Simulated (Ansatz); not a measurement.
# Chromium, diamond under BLYP: ground state and equation of state

The plan for chromium in the diamond structure: relax it, solve it on a dense k-mesh, then scale the cell to 7 volumes from 88 to 112 % of the relaxed one and try a fit of the equation of state. The start is antiferromagnetic. The k-meshes are 11×11×11 for the relaxation; 16×16×16 for the dense run; 11×11×11 for the volumes.

This is Cr in the diamond structure; at room conditions it is bcc.

Method: DFT BLYP, plane waves (420 eV) with PAW, scalar-relativistic; PBE-made PAW files, in Ansatz 0.2.0.

### 1 The structure to begin with

It takes space group Fd-3m (No. 227, cubic). Conventional cell: a = 5.060 Å, b = 5.060 Å, c = 5.060 Å, α = 90.00°, β = 90.00°, γ = 90.00°. Cr (site symmetry -43m) has 4 Cr at 2.19 Å as nearest neighbours.

Coordinates:

```
CELL_PARAMETERS angstrom
0.00000 2.52977 2.52977
2.52977 0.00000 2.52977
2.52977 2.52977 0.00000
ATOMIC_POSITIONS crystal
Cr 0.12500 0.12500 0.12500
Cr 0.87500 0.87500 0.87500
```

The atoms start with moments of +1.5, -1.5 μB.

### 2 Relaxing cell and atoms

Contents of input.yaml:

```yaml
crystal:
  lattice:
    - [0.0, 2.5297724266, 2.5297724266]
    - [2.5297724266, 0.0, 2.5297724266]
    - [2.5297724266, 2.5297724266, 0.0]
  atoms:
    - { symbol: Cr, position: [0.125, 0.125, 0.125], spin: 1.5 }
    - { symbol: Cr, position: [0.875, 0.875, 0.875], spin: -1.5 }
hamiltonian:
  xc: blyp
  pseudopotentials:
    kind: paw
    azcp:
      Cr: "pseudopotentials/Cr.paw.azcp"
basis:
  ecutwfc: 420
  fft_grid_basis: typed
kpoints:
  mp_grid: { grid: [11, 11, 11], shift: [0, 0, 0] }
magnetization:
  spin_polarized: true
scf:
  occupations: { method: fermi_dirac, width: 0.05 }
relax:
  max_steps: 60
  f_tol: 0.01
  cell: {}
```

Output:

```text
Warning: RAYON_NUM_THREADS=2 ignored (pool sized by the plan → 2); use --threads N
Engine: ansatz 0.2.0, aarch64-unknown-linux-gnu
Pseudopotentials: kind: paw
Pseudopotential: Cr, paw, valence charge 14, recommended cutoff 420 eV (normal), <dir>
Functional definition: BLYP
  parameter beta = 0.0042
  parameter a = 0.04918
  parameter b = 0.132
  parameter c = 0.2533
  parameter d = 0.349
  exchange = b88_x(beta = beta)
  correlation = lyp_c(a = a, b = b, c = c, d = d)
Crystal: 2 atoms, lattice volume = 32.380 Å³
Basis set: ecut = 420 eV, 609 PW (Γ), exchange–correlation on 48×48×48 points (8 copies of the dense FFT grid, shifted against one another)
Bands: 20, of which v1, the nominal top of the filled ones, is band 14 counted from 1 (13 counted from 0)
Symmetry: 24 space group operations
Space group: F-43m (ITA 216), of the structure as read, at distance tolerance 3.2e-5 Å
Magnetic group: BNS 227.130 (UNI 1632), of the structure as read, at distance tolerance 3.2e-5 Å
k-points: 56 of 1331 (time reversal used)
Non-local potential: Cr, projectors of the file, l = 0: 3, l = 1: 2, l = 2: 3, l = 3: 1
PAW form: soft (Blöchl's): semilocal exchange-correlation on the pseudo side does not see the compensation charge
PAW frozen core: Cr, regenerated for the run's functional, and the local potential with it (the file was generated under x = pbe(κ = 0.804, μ = 0.2195149727645171), c = pbe(β = 0.06672455060314922))
PAW one-centre angular grid: Cr, 590 points (default); XC on 64 Gauss nodes
Initial density: superposition of atomic densities (chi_scale 0.1, normalization cell)
Starting moments: Σ|m| = 3 μB on 2 of 2 sites
Starting magnetic order: antiferromagnet; an inversion exchanges its spin sublattices: spin-degenerate at every k-point
Initial wavefunctions: pseudopotential atomic-orbital guess
Functional: x = b88, c = lyp
SCF iter   1: F=—  HF=-6767.318341 eV  |F-HF|=—  |Δ(HF+E_count)|=         —  Δρ=5.39e-2 (↑5.39e-2 ↓5.39e-2)  dr2=2.88e0  dr2_m=6.95e-3  M=-0.000 μB ∫|m|=2.389 μB  β_m=0.30  ethr=3.10e-3  ⟨swp⟩=3.1  Hψ=8560  notcnv=0
Mixer restart at iter 1: flushing history
preconditioner: auto → Kerker (q_TF=auto, 2.663 Å⁻¹)  [metal: Δε(μ)=0.036 eV  Ē_g=4.525 eV  σ=0.050 eV  W_gap=0.18  n_scr=14 (ndim 8)  ℏωp=22.6 eV  f_vac=0.000  D(μ)=2.46/eV (n_scr^D=26)]
spin=Collinear: Kerker preconditioning applied to the charge; magnetization (m = ρ↑ − ρ↓) channel mixes plain (no charge-response kernel on spin).
SCF iter   2: F=—  HF=-6765.887164 eV  |F-HF|=—  |Δ(HF+E_count)|=    1.43e0  Δρ=2.64e-2 (↑2.64e-2 ↓2.64e-2)  dr2=6.42e-1  dr2_m=3.10e-3  M=-0.000 μB ∫|m|=2.502 μB  β_m=0.41  ethr=3.10e-3  ⟨swp⟩=2.4  Hψ=4626  notcnv=0  defer=66
SCF iter   3: F=—  HF=-6765.623071 eV  |F-HF|=—  |Δ(HF+E_count)|=   2.64e-1  Δρ=1.14e-2 (↑1.14e-2 ↓1.14e-2)  dr2=3.49e-2  dr2_m=1.52e-2  M=0.000 μB ∫|m|=2.634 μB  β_m=0.70  ethr=2.29e-3  ⟨swp⟩=2.0  Hψ=3460  notcnv=0  defer=66
SCF iter   4: F=—  HF=-6766.074736 eV  |F-HF|=—  |Δ(HF+E_count)|=         —  Δρ=5.87e-2 (↑5.87e-2 ↓5.87e-2)  dr2=3.44e-2  dr2_m=1.01e0  M=-0.000 μB ∫|m|=4.073 μB  β_m=1.00  ethr=1.25e-4  ⟨swp⟩=3.2  Hψ=5120  notcnv=0  defer=50
Mixer restart at iter 4: flushing history
SCF iter   5: F=—  HF=-6765.862445 eV  |F-HF|=—  |Δ(HF+E_count)|=   2.12e-1  Δρ=3.25e-3 (↑3.25e-3 ↓3.25e-3)  dr2=3.63e-3  dr2_m=1.39e-3  M=0.000 μB ∫|m|=4.039 μB  β_m=0.70  ethr=1.79e-4  ⟨swp⟩=2.6  Hψ=4032  notcnv=0  defer=50
SCF iter   6: F=—  HF=-6765.858578 eV  |F-HF|=—  |Δ(HF+E_count)|=   3.87e-3  Δρ=3.66e-3 (↑3.66e-3 ↓3.66e-3)  dr2=5.11e-3  dr2_m=3.04e-3  M=-0.000 μB ∫|m|=4.126 μB  β_m=0.58  ethr=1.30e-5  ⟨swp⟩=2.0  Hψ=4448  notcnv=0  defer=50
SCF iter   7: F=—  HF=-6765.857215 eV  |F-HF|=—  |Δ(HF+E_count)|=   1.36e-3  Δρ=1.30e-3 (↑1.30e-3 ↓1.30e-3)  dr2=1.22e-3  dr2_m=3.46e-4  M=-0.000 μB ∫|m|=4.106 μB  β_m=0.79  ethr=1.30e-5  ⟨swp⟩=2.0  Hψ=3461  notcnv=0  defer=50
SCF iter   8: F=—  HF=-6765.856993 eV  |F-HF|=—  |Δ(HF+E_count)|=   2.22e-4  Δρ=2.20e-4 (↑2.20e-4 ↓2.19e-4)  dr2=3.98e-5  dr2_m=5.56e-7  M=-0.000 μB ∫|m|=4.115 μB  β_m=0.90  ethr=4.35e-6  ⟨swp⟩=2.0  Hψ=2924  notcnv=0  defer=50
SCF iter   9: F=—  HF=-6765.857212 eV  |F-HF|=—  |Δ(HF+E_count)|=   2.20e-4  Δρ=1.03e-4 (↑1.03e-4 ↓9.36e-5)  dr2=4.99e-6  dr2_m=1.79e-6  M=0.000 μB ∫|m|=4.117 μB  β_m=0.95  ethr=1.42e-7  ⟨swp⟩=2.0  Hψ=3020  notcnv=0  defer=50
SCF iter  10: F=—  HF=-6765.857214 eV  |F-HF|=—  |Δ(HF+E_count)|=   1.36e-6  Δρ=2.01e-5 (↑1.77e-5 ↓2.01e-5)  dr2=4.39e-7  dr2_m=5.00e-9  M=-0.000 μB ∫|m|=4.116 μB  β_m=0.97  ethr=1.78e-8  ⟨swp⟩=2.0  Hψ=2908  notcnv=0  defer=50
SCF iter  11: F=—  HF=-6765.857214 eV  |F-HF|=—  |Δ(HF+E_count)|=   3.48e-7  Δρ=3.60e-5 (↑7.17e-6 ↓3.60e-5)  dr2=4.05e-7  dr2_m=8.29e-8  M=0.000 μB ∫|m|=4.116 μB  β_m=0.97  ethr=1.57e-9  ⟨swp⟩=2.0  Hψ=3459  notcnv=0  defer=50
SCF iter  12: F=—  HF=-6765.857214 eV  |F-HF|=—  |Δ(HF+E_count)|=   1.03e-9  Δρ=1.70e-5 (↑1.70e-5 ↓1.43e-5)  dr2=5.43e-8  dr2_m=5.37e-8  M=0.000 μB ∫|m|=4.116 μB  β_m=0.99  ethr=1.45e-9  ⟨swp⟩=2.2  Hψ=3145  notcnv=0  defer=50
SCF iter  13: F=-6765.857214 eV  HF=-6765.857214 eV  |F-HF|=8.19e-9  |Δ(HF+E_count)|=   1.90e-8  Δρ=2.57e-6 (↑2.57e-6 ↓2.13e-6)  dr2=8.69e-9  dr2_m=2.84e-11  M=-0.000 μB ∫|m|=4.116 μB  ethr=1.94e-10  ⟨swp⟩=1.7  Hψ=6773  notcnv=0
SCF 1 converged in 13 iterations: F = -6765.857214 eV  dr2 = 8.69e-9
relax step   1: F+E_penalty+E_count = -6765.85721392 eV  Δ(F+E_penalty+E_count) = +0.000e0 eV  max|allowed force component| = 5.921e-16 eV/Å  Δτ_max = 0.0000 Å  P = +14.511 GPa  Ω = 32.380 Å³  (13 SCF iters, dr2 threshold 1.00e-7 eV, accepted)
[... from here on, the SCF cycles and remarks between the steps are left out ...]
relax step   2: F+E_penalty+E_count = -6766.02227175 eV  Δ(F+E_penalty+E_count) = -1.651e-1 eV  max|allowed force component| = 3.331e-16 eV/Å  Δτ_max = 0.0000 Å  P = +8.537 GPa  Ω = 34.720 Å³  energy of the carried Pulay correction = -7.541e-4 eV  (9 SCF iters, dr2 threshold 2.00e-7 eV, accepted)
relax step   3: F+E_penalty+E_count = -6766.14246120 eV  Δ(F+E_penalty+E_count) = -1.202e-1 eV  max|allowed force component| = 5.551e-16 eV/Å  Δτ_max = 0.0000 Å  P = +1.705 GPa  Ω = 38.711 Å³  energy of the carried Pulay correction = -1.926e-3 eV  (10 SCF iters, dr2 threshold 2.00e-7 eV, accepted)
relax step   4: F+E_penalty+E_count = -6766.14864032 eV  Δ(F+E_penalty+E_count) = -6.179e-3 eV  max|allowed force component| = 6.476e-16 eV/Å  Δτ_max = 0.0000 Å  P = -0.252 GPa  Ω = 40.197 Å³  energy of the carried Pulay correction = -2.330e-3 eV  (9 SCF iters, dr2 threshold 2.00e-7 eV, accepted)
relax step   5: F+E_penalty+E_count = -6766.14884968 eV  Δ(F+E_penalty+E_count) = -2.094e-4 eV  max|allowed force component| = 4.811e-16 eV/Å  Δτ_max = 0.0000 Å  P = -0.002 GPa  Ω = 39.999 Å³  energy of the carried Pulay correction = -2.277e-3 eV  (7 SCF iters, dr2 threshold 1.59e-7 eV, accepted)
relax step   6: F+E_penalty+E_count = -6766.16855013 eV  Δ(F+E_penalty+E_count) = -1.970e-2 eV  max|allowed force component| = 5.366e-16 eV/Å  Δτ_max = 0.0000 Å  P = +1.139 GPa  Ω = 39.999 Å³  stress off target by 1.14e0 GPa  SCF on the basis re-selected at this cell (its energy is not comparable with the rows above)  (10 SCF iters)
relax step   7: F+E_penalty+E_count = -6766.17239264 eV  Δ(F+E_penalty+E_count) = -3.843e-3 eV  max|allowed force component| = 3.146e-16 eV/Å  Δτ_max = 0.0000 Å  P = +0.347 GPa  Ω = 40.904 Å³  energy of the carried Pulay correction = -3.044e-4 eV  (8 SCF iters, dr2 threshold 2.00e-7 eV, accepted)
relax step   8: F+E_penalty+E_count = -6766.17269176 eV  Δ(F+E_penalty+E_count) = -2.991e-4 eV  max|allowed force component| = 3.701e-16 eV/Å  Δτ_max = 0.0000 Å  P = +0.039 GPa  Ω = 41.289 Å³  energy of the carried Pulay correction = -4.661e-4 eV  (8 SCF iters, dr2 threshold 2.00e-7 eV, accepted)
relax step   9: F+E_penalty+E_count = -6766.17317772 eV  Δ(F+E_penalty+E_count) = -4.860e-4 eV  max|allowed force component| = 3.146e-16 eV/Å  Δτ_max = 0.0000 Å  P = +0.047 GPa  Ω = 41.289 Å³  stress off target by 4.67e-2 GPa  SCF on the basis re-selected at this cell (its energy is not comparable with the rows above)  (9 SCF iters)
basis re-selected at this cell: Δ(F+E_penalty+E_count) = -4.860e-4 eV, ΔP = +0.008 GPa vs the last step (what re-selecting the basis moved, of the pressure what is left beyond the Pulay correction that the steps carried, after the strain that the cell walked since its last selection, with what the two solves' SCF thresholds leave and, on support functions, any second-order correction that the steps lacked; it is no measure of the basis error at this ecutwfc). This SCF's stress stands 4.67e-2 GPa from its target on what of the cell is left free (relax.cell.stress_tol is 5.00e-2 GPa) and its largest allowed force component is 3.15e-16 eV/Å (relax.f_tol is 1.00e-2 eV/Å): within both
SCF converged after 9 iterations
Magnetization: -0.0000 μB (14.0000 up, 14.0000 down)
Absolute magnetization: 5.8689 μB (∫|ρ↑−ρ↓|, with the PAW one-centre terms)
Spin contamination: 2.4636 ħ² per cell (⟨S²⟩ above its minimum at these occupations)
Per-site moments (μB) at R_I (Å): [(2.6331382479864556, 0.9799930105325233), (-2.6331383096510237, 0.9799930105325233)]
Free energy (F): -6766.173178 eV
Harris-Foulkes:  -6766.173178 eV  (|F-HF|=1.82e-12)
Internal energy: -6766.165196 eV  (E = F + TS)
E sigma→0 (E₀):  -6766.169187 eV
Entropy (-TS):   -0.007981 eV (-3.991 meV/atom)
Fermi energy:    9.531396 eV
--- Per-component energies (eV) ---
  E_band       = -526.859445
  E_kinetic    = 687.758964
  E_local      = -3781.273794  (includes V_loc(G=0)·N_el)
  E_nonlocal   = 171.454128
  E_hartree    = 1618.446390
  E_xc         = -271.779663
  E_vxc        = -345.061448  (∫ρ·V_xc dr)
  E_paw        = -2419.778295  (= ΣΔE_a)
  E_vpaw       = -496.630871  (= ΣTr[D̂ρ^β])
  E_aug_tail   = 0.000781  (compensation charges beyond the density's cutoff)
  E_ewald      = -2771.023288
  E_core_change = 0.029581  (= ΣΔE_core)
  E_smearing   = -0.007981  (= −TS)
  E_closure    = 0.000000  (closes the sum)
  Σ components = -6766.173178   (vs F -6766.173178, Δ=0.00e0)
--- Forces (eV/Å), atoms counted from 1 ---
  atom   1  Cr     0.00000000     0.00000000    -0.00000000
  atom   2  Cr    -0.00000000    -0.00000000     0.00000000
  max |Σ_I F_I| component: 1.11e-16 eV/Å
--- Stress (GPa, compression-positive) ---
        0.046711       0.000000       0.000000
        0.000000       0.046711      -0.000000
        0.000000      -0.000000       0.046711
  P = ⅓ Tr σ = 0.0467 GPa (0.467 kbar)
--- Relaxed structure (7 steps of the walk, 7 accepted, 2 SCFs on fresh bases) ---
  F+E_penalty+E_count = -6766.17317772 eV   max|allowed force component| = 3.146e-16 eV/Å   (the final SCF, on the basis selected at the relaxed cell)
  cell:  # Å, volume = 41.2891 Å³
    - [-2.0543770714815514e-32, 2.74326898635105, 2.74326898635105]
    - [2.74326898635105, 6.211642431337956e-33, 2.74326898635105]
    - [2.74326898635105, 2.74326898635105, -3.001645223076868e-32]
  atoms:
    - { symbol: Cr, position: [0.125, 0.125, 0.125] }
    - { symbol: Cr, position: [0.875, 0.875, 0.875] }
```

Wall time 35 s (2 threads of an Arm CPU, shared host); peak memory 0.39 GiB.

Relaxation path:

```tsv
step	energy change (meV/atom)	largest force (eV/Å)	pressure (GPa)	volume (Å³/atom)
1	0.00	0.0000	14.51	16.190
2	-82.53	0.0000	8.54	17.360
3	-142.62	0.0000	1.70	19.356
4	-145.71	0.0000	-0.25	20.098
5	-145.82	0.0000	0.00	20.000
6	-155.67	0.0000	1.14	20.000
7	-157.59	0.0000	0.35	20.452
8	-157.74	0.0000	0.04	20.645
9	-157.98	0.0000	0.05	20.645
```

Steps that repeat a cell are solved on a basis chosen anew, so their changes of energy are no gain of the relaxation.

The cell of the run, before and after:

|  | before | after | change |
| --- | --- | --- | --- |
| a (Å) | 3.578 | 3.880 | +8.4 % |
| b (Å) | 3.578 | 3.880 | +8.4 % |
| c (Å) | 3.578 | 3.880 | +8.4 % |
| volume (Å³/atom) | 16.190 | 20.645 | +27.5 % |
| shortest distance (Å) | 2.191 | 2.376 | +8.4 % |
| space group (spins left aside) | Fd-3m | Fd-3m | same |

### 3 The energy on a finer k-mesh

Contents of input.yaml:

```yaml
crystal:
  lattice:
    - [0.0, 2.7432689864, 2.7432689864]
    - [2.7432689864, 0.0, 2.7432689864]
    - [2.7432689864, 2.7432689864, 0.0]
  atoms:
    - { symbol: Cr, position: [0.125, 0.125, 0.125], spin: 2.633 }
    - { symbol: Cr, position: [0.875, 0.875, 0.875], spin: -2.633 }
hamiltonian:
  xc: blyp
  pseudopotentials:
    kind: paw
    azcp:
      Cr: "pseudopotentials/Cr.paw.azcp"
basis:
  ecutwfc: 420
  fft_grid_basis: typed
kpoints:
  mp_grid: { grid: [16, 16, 16], shift: [0, 0, 0] }
magnetization:
  spin_polarized: true
scf:
  occupations: { method: fermi_dirac, width: 0.05 }
```

Output, shortened:

```text
Warning: RAYON_NUM_THREADS=2 ignored (pool sized by the plan → 2); use --threads N
[...]
[... 3 set-up lines as earlier in the session ...]
[...]
Crystal: 2 atoms, lattice volume = 41.289 Å³
Basis set: ecut = 420 eV, 869 PW (Γ), exchange–correlation on 54×54×54 points (8 copies of the dense FFT grid, shifted against one another)
Bands: 21, of which v1, the nominal top of the filled ones, is band 14 counted from 1 (13 counted from 0)
[... 1 set-up line as earlier in the session ...]
Space group: F-43m (ITA 216), of the structure as read, at distance tolerance 3.5e-5 Å
Magnetic group: BNS 227.130 (UNI 1632), of the structure as read, at distance tolerance 3.5e-5 Å
k-points: 145 of 4096 (time reversal used)
[...]
Starting moments: Σ|m| = 5.266 μB on 2 of 2 sites
[...]
spin=Collinear: Kerker preconditioning applied to the charge; magnetization (m = ρ↑ − ρ↓) channel mixes plain (no charge-response kernel on spin).
[...]
SCF iter   4: F=—  HF=-6766.172885 eV  |F-HF|=—  |Δ(HF+E_count)|=   7.38e-4  Δρ=3.47e-5 (↑3.04e-5 ↓3.47e-5)  dr2=2.00e-6  dr2_m=4.00e-8  M=0.000 μB ∫|m|=5.868 μB  ethr=3.57e-6  ⟨swp⟩=1.0  Hψ=15154  notcnv=0
an SCF towards the filling of the open d shells in which the orbitals that avoid the neighbouring atoms hold both spins ahead of the others, with the run's symmetry operations kept, reached no lower state that the run goes on to. This is no proof of a minimum
SCF converged after 13 iterations
Magnetization: -0.0000 μB (14.0000 up, 14.0000 down)
Absolute magnetization: 5.8679 μB (∫|ρ↑−ρ↓|, with the PAW one-centre terms)
Spin contamination: 2.4628 ħ² per cell (⟨S²⟩ above its minimum at these occupations)
Per-site moments (μB) at R_I (Å): [(2.6324005583338472, 0.9799930105500099), (-2.632406115144823, 0.9799930105500099)]
Free energy (F): -6766.172885 eV
[...]
E sigma→0 (E₀):  -6766.169053 eV
Entropy (-TS):   -0.007663 eV (-3.832 meV/atom)
Fermi energy:    9.536537 eV
[...]
```

It took 40 s on 2 threads of an Arm CPU, shared host; peak memory 0.88 GiB.

### 4 At 88 % of the relaxed volume

Contents of input.yaml:

```yaml
crystal:
  lattice:
    - [0.0, 2.6288306989, 2.6288306989]
    - [2.6288306989, 0.0, 2.6288306989]
    - [2.6288306989, 2.6288306989, 0.0]
  atoms:
    - { symbol: Cr, position: [0.125, 0.125, 0.125], spin: 2.632 }
    - { symbol: Cr, position: [0.875, 0.875, 0.875], spin: -2.632 }
hamiltonian:
  xc: blyp
  pseudopotentials:
    kind: paw
    azcp:
      Cr: "pseudopotentials/Cr.paw.azcp"
basis:
  ecutwfc: 420
  fft_grid_basis: typed
kpoints:
  mp_grid: { grid: [11, 11, 11], shift: [0, 0, 0] }
magnetization:
  spin_polarized: true
scf:
  occupations: { method: fermi_dirac, width: 0.05 }
  lower_state_search: "off"
output:
  stress: true
```

Output, shortened:

```text
Warning: RAYON_NUM_THREADS=2 ignored (pool sized by the plan → 2); use --threads N
[...]
[... 3 set-up lines as earlier in the session ...]
[...]
Crystal: 2 atoms, lattice volume = 36.334 Å³
Basis set: ecut = 420 eV, 725 PW (Γ), exchange–correlation on 50×50×50 points (8 copies of the dense FFT grid, shifted against one another)
Bands: 21, of which v1, the nominal top of the filled ones, is band 14 counted from 1 (13 counted from 0)
[... 1 set-up line as earlier in the session ...]
Space group: F-43m (ITA 216), of the structure as read, at distance tolerance 3.3e-5 Å
Magnetic group: BNS 227.130 (UNI 1632), of the structure as read, at distance tolerance 3.3e-5 Å
k-points: 56 of 1331 (time reversal used)
[...]
Starting moments: Σ|m| = 5.264 μB on 2 of 2 sites
[...]
SCF iter  13: F=-6766.095243 eV  HF=-6766.095243 eV  |F-HF|=1.28e-8  |Δ(HF+E_count)|=   7.22e-8  Δρ=4.73e-6 (↑4.73e-6 ↓4.41e-6)  dr2=2.32e-8  dr2_m=5.65e-10  M=0.000 μB ∫|m|=5.011 μB  ethr=3.57e-10  ⟨swp⟩=3.2  Hψ=5986  notcnv=0
[...]
SCF converged after 13 iterations
Magnetization: 0.0000 μB (14.0000 up, 14.0000 down)
Absolute magnetization: 5.0115 μB (∫|ρ↑−ρ↓|, with the PAW one-centre terms)
Spin contamination: 1.9496 ħ² per cell (⟨S²⟩ above its minimum at these occupations)
Per-site moments (μB) at R_I (Å): [(2.2302273261572827, 0.9391115940920177), (-2.2302330938974606, 0.9391115940920177)]
Free energy (F): -6766.095243 eV
[...]
E sigma→0 (E₀):  -6766.090954 eV
Entropy (-TS):   -0.008578 eV (-4.289 meV/atom)
Fermi energy:    11.353267 eV
[...]
--- Stress (GPa, compression-positive) ---
        5.689207      -0.000000       0.000000
       -0.000000       5.689207      -0.000000
        0.000000      -0.000000       5.689207
  P = ⅓ Tr σ = 5.6892 GPa (56.892 kbar)
```

It took 5.2 s on 2 threads of an Arm CPU, shared host; peak memory 0.34 GiB.

### 5 At 92 % of the relaxed volume

Edit input.yaml of step 4 so:

```diff
@@ -2,5 +2,5 @@
   lattice:
-    - [0.0, 2.6288306989, 2.6288306989]
-    - [2.6288306989, 0.0, 2.6288306989]
-    - [2.6288306989, 2.6288306989, 0.0]
+    - [0.0, 2.6680727634, 2.6680727634]
+    - [2.6680727634, 0.0, 2.6680727634]
+    - [2.6680727634, 2.6680727634, 0.0]
   atoms:
```

Output, shortened:

```text
Warning: RAYON_NUM_THREADS=2 ignored (pool sized by the plan → 2); use --threads N
[...]
[... 3 set-up lines as earlier in the session ...]
[...]
Crystal: 2 atoms, lattice volume = 37.986 Å³
Basis set: ecut = 420 eV, 725 PW (Γ), exchange–correlation on 54×54×54 points (8 copies of the dense FFT grid, shifted against one another)
Bands: 21, of which v1, the nominal top of the filled ones, is band 14 counted from 1 (13 counted from 0)
[... 1 set-up line as earlier in the session ...]
Space group: F-43m (ITA 216), of the structure as read, at distance tolerance 3.4e-5 Å
Magnetic group: BNS 227.130 (UNI 1632), of the structure as read, at distance tolerance 3.4e-5 Å
k-points: 56 of 1331 (time reversal used)
[...]
Starting moments: Σ|m| = 5.264 μB on 2 of 2 sites
[...]
SCF converged after 13 iterations
an eigenvalue changed by more than its tolerance at an iteration that met the thresholds in force, so the SCF went on 1 time: the last check found none over its tolerance
Magnetization: 0.0000 μB (14.0000 up, 14.0000 down)
Absolute magnetization: 5.3241 μB (∫|ρ↑−ρ↓|, with the PAW one-centre terms)
Spin contamination: 2.1330 ħ² per cell (⟨S²⟩ above its minimum at these occupations)
Per-site moments (μB) at R_I (Å): [(2.3761598723781923, 0.953130251803021), (-2.37615752844368, 0.953130251803021)]
Free energy (F): -6766.141196 eV
[...]
E sigma→0 (E₀):  -6766.137172 eV
Entropy (-TS):   -0.008048 eV (-4.024 meV/atom)
Fermi energy:    10.693636 eV
[...]
--- Stress (GPa, compression-positive) ---
        3.326607      -0.000000       0.000000
        0.000000       3.326607      -0.000000
        0.000000      -0.000000       3.326607
  P = ⅓ Tr σ = 3.3266 GPa (33.266 kbar)
```

It took 6 s on 2 threads of an Arm CPU, shared host; peak memory 0.36 GiB.

[end of part 1 of 2]
